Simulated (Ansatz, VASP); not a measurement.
# C: VASP beside Ansatz

Contents of INCAR:

```
PREC = Accurate
ENCUT = 520
EDIFF = 1E-6
ISMEAR = -1
SIGMA = 0.1
LREAL = F
LASPH = T
NELM = 60
ALGO = Normal
ISIF = 2
LWAVE = F
LCHARG = T
GGA = PE
LELF = T
LVHAR = T
NBANDS = 11
```

KPOINTS

```
Automatic mesh
0
Gamma
  23 23 5
```

File POSCAR:

```
C
1.0
    1.6962492529      0.0000000000      0.0000000000
   -0.8481246264      1.4689949442      0.0000000000
    0.0000000000      0.0000000000      8.0875501022
C
2
Direct
    0.3333333333      0.6666666667      0.2500000000
    0.6666666667      0.3333333333      0.7500000000
```

Input for Ansatz:

```yaml
crystal:
  lattice:
    - [1.6962492529, 0.0, 0.0]
    - [-0.8481246264, 1.4689949442, 0.0]
    - [0.0, 0.0, 8.0875501022]
  atoms:
    - { symbol: C, position: [0.3333333333, 0.6666666667, 0.25] }
    - { symbol: C, position: [0.6666666667, 0.3333333333, 0.75] }
hamiltonian:
  xc: pbe
  pseudopotentials:
    kind: paw
    azcp:
      C: "pseudopotentials/C.paw.azcp"
basis:
  ecutwfc: 420
  fft_grid_basis: typed
kpoints:
  mp_grid: { grid: [23, 23, 5], shift: [0, 0, 0] }
magnetization:
  spin_polarized: false
scf:
  occupations: { method: fermi_dirac, width: 0.1 }
  lower_state_search: "off"
output:
  stress: true
  write_density: true
  write_potential: true
  elf: true
  volumetric_format: npy
```

Alike in both runs: task single point; functional PBE; k mesh 23 × 23 × 5; occupations fermi-dirac, width 0.1 eV; no spin polarisation.

|  | VASP | Ansatz |
| --- | --- | --- |
| version | VASP 6.6.1 | Ansatz 0.2.0 |
| potentials or method | VASP PAW PBE potentials, release 64 (C) | plane waves (420 eV) with PAW, scalar-relativistic |
| plane-wave cutoff (eV) | 520 | 420 |
| valence electrons in the cell | 8 | 8 |

|  | VASP | Ansatz | Ansatz less VASP |
| --- | --- | --- | --- |
| pressure (GPa) | 4.8 | 5.0 | +0.13 |
| largest component of the traceless stress (GPa) | 4.97 | 4.99 | +0.018 |

The functional is the same, so the differences come from potentials, cutoffs and numerics.

Caveats: this functional lacks dispersion, which binds the layers, so the pressure and a relaxed spacing across them are unreliable.
